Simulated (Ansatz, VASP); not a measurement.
Two plane-wave programs on Rh

```
Rh
1.0
     4.22362    0.00000    0.00000
    -2.11181    3.65776    0.00000
     0.00000    0.00000    2.59016
Rh
3
Direct
  0.00000 0.00000 0.00000
  0.33333 0.66667 0.50000
  0.66667 0.33333 0.50000
```

Alike in both runs: task single point; functional PBEsol; k mesh 10 × 10 × 13; occupations fermi-dirac, width 0.1 eV; no spin polarisation.

|  | VASP | Ansatz |
| --- | --- | --- |
| version | VASP 6.6.1 | Ansatz 0.2.0 |
| potentials or method | VASP PAW PBE potentials, release 64 (Rh_pv) | plane waves (420 eV) with PAW, scalar-relativistic |
| plane-wave cutoff (eV) | 520 | 420 |
| valence electrons in the cell | 45 | 51 |

|  | VASP | Ansatz | Ansatz less VASP |
| --- | --- | --- | --- |
| pressure (GPa) | 12.3 | 12.3 | +0.01 |
| largest component of the traceless stress (GPa) | 1.43 | 1.37 | -0.064 |

The two sets of potentials don't hold the same shells in valence. Ansatz warned: «pseudo_functional_mismatch».

Caveats: the PAW data sets were made with another functional, which shifts forces and pressure a little (VASP).
